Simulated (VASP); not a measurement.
Set up this calculation in VASP 6.6.1, as the native input.

* Task: band structure
* Functional: PBE
* Potentials or basis: VASP PAW PBE potentials, release 64 (K_sv, F)
* Cutoff: 520 eV
* k mesh: 6 × 6 × 6
* Occupations: gaussian, width 0.03 eV
* Spin: no spin polarisation
* Grid for exact exchange (PRECFOCK): Fast
* Further INCAR settings: ALGO = Normal; EDIFF = 1e-06

The structure of KF (Carobbiite) lies in POSCAR:

```
KF                                      
1.0
    0.0000000000      2.6549699295      2.6549699295
    2.6549699295     -0.0000000000      2.6549699295
    2.6549699295      2.6549699295     -0.0000000000
  K               F             
     1     1
Direct
     1.0000000000000000    0.0000000000000000    0.0000000000000000
     0.5000000000000000    0.5000000000000000    0.5000000000000000
```

The input as run:

INCAR

```
PREC     = Accurate       # precision mode
ENCUT    = 520            # plane-wave cutoff, eV
EDIFF    = 1E-6           # SCF threshold, eV
ISMEAR   = 0              # smearing method
SIGMA    = 0.03           # smearing width, eV
LREAL    = F              # projectors in reciprocal space
LASPH    = T              # aspherical terms in the spheres
NELM     = 80             # most SCF steps
ALGO     = Normal         # electronic algorithm
ISIF     = 2              # what is computed and relaxed
LWAVE    = F              # write WAVECAR
LCHARG   = F              # write CHGCAR
GGA      = PE             # functional
KPAR     = 4
```

KPOINTS

```
regular mesh
0
Gamma
  6 6 6
```

KPOINTS_OPT

```
explicit points
6
Reciprocal
 0.0000000000  0.0000000000  0.0000000000 1
 0.3750000000  0.3750000000  0.7500000000 1
 0.5000000000  0.5000000000  0.5000000000 1
 0.6250000000  0.2500000000  0.6250000000 1
 0.5000000000  0.2500000000  0.7500000000 1
 0.5000000000  0.0000000000  0.5000000000 1
```

Potentials or basis: VASP PAW PBE potentials, release 64 (K_sv, F).

Run with:

```console
$ cat potpaw_PBE.64/K_sv/POTCAR potpaw_PBE.64/F/POTCAR > POTCAR
$ mpirun -np 4 vasp_std > vasp.out
```

It gave:

```json
{
 "Pressure": "2.2 GPa",
 "Band gap on the k mesh": "6.27 eV, direct",
 "Band gap along the path": "6.27 eV, direct"
}
```

Run time: 4.5 s on 4 MPI ranks on Intel(R) Xeon(R) 6975P-C (Granite Rapids), with other jobs on the host, peak memory 0.15 GiB a rank.
